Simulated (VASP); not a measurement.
The system is BAs.

```
CELL_PARAMETERS angstrom
0.00000 2.38850 2.38850
2.38850 0.00000 2.38850
2.38850 2.38850 0.00000
ATOMIC_POSITIONS crystal
As 0.75000 0.75000 0.75000
B 0.00000 0.00000 0.00000
```

```yaml
Program: VASP 6.6.1
Task: relaxation of cell and atoms
Functional: vdW-DF2
Potentials_or_basis: VASP PAW PBE potentials, release 64 (As, B)
Cutoff: 600 eV
k_mesh: 10 × 10 × 10
Occupations: fermi-dirac, width 0.05 eV
Spin: no spin polarisation
```

At the start: pressure 10.6 GPa; volume 13.63 Å³/atom.

Where does the relaxation end?

Over 3 steps the energy falls by 34.7 meV/atom and the volume is 14.75 Å³/atom (+8.3 %); space group F-43m (No. 216, to 0.05 Å).

Step by step:
| step | energy change (eV) | largest force (eV/Å) | pressure (GPa) | volume (Å³) |
| --- | --- | --- | --- | --- |
| 1 | 0.0000 | 0.0000 | 10.61 | 27.25 |
| 2 | -0.0457 | 0.0000 | -4.93 | 30.97 |
| 3 | -0.0693 | 0.0000 | -0.01 | 29.50 |

Final structure:
```cif
data_structure
_symmetry_space_group_name_H-M 'P 1'
_symmetry_Int_Tables_number 1
_cell_length_a 3.4683
_cell_length_b 3.4683
_cell_length_c 3.4683
_cell_angle_alpha 60.000
_cell_angle_beta 60.000
_cell_angle_gamma 60.000
_cell_volume 29.50
loop_
_atom_site_label
_atom_site_type_symbol
_atom_site_fract_x
_atom_site_fract_y
_atom_site_fract_z
_atom_site_occupancy
As1 As 0.75000 0.75000 0.75000 1
B1 B 0.00000 0.00000 0.00000 1
```

Caveat: the PAW data sets were made with another functional, which shifts forces and pressure a little.
